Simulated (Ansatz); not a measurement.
# SnTe under changes of volume

One of the cells (31.281 Å³/atom); the others are scaled copies at fixed shape and fractional positions:

```xyz
2
Lattice="0.0000 3.1509 3.1509 3.1509 0.0000 3.1509 3.1509 3.1509 0.0000" Properties=species:S:1:pos:R:3 pbc="T T T"
Te    3.1509    3.1509    3.1509
Sn    0.0000    0.0000    0.0000
```

```yaml
Program: Ansatz 0.2.0
Functional: PBE
Potentials_or_basis: PseudoDojo stringent (PBE files)
Cutoff: 1450 eV
Density_cutoff: 5800 eV
k_mesh: 7 × 7 × 7
Occupations: fermi-dirac, width 0.05 eV
Spin: no spin polarisation
```

```tsv
volume (Å³/atom)	energy over the lowest point (meV/atom)	pressure (GPa)
29.404	?	?
30.030	37.04	4.5
30.656	21.79	3.3
31.281	10.87	2.3
31.907	3.84	1.3
32.532	0.34	0.5
33.158	0.00	-0.3
```

What does the run at 29.404 Å³/atom give?

Energy over the lowest point 57.13 meV/atom; pressure 5.8 GPa.

Worked out: A Birch-Murnaghan fit of order 3 (a polynomial in V^(-2/3)) to the other rows has its minimum at 32.91 Å³/atom with B0 = V·E''(V) = 40 GPa and B' = 4.4. It gives 57.10 meV/atom at 29.404 Å³/atom, against the run's 57.13, and -dE/dV = 5.8 GPa, against 5.8.

Energies are extrapolated to zero smearing.
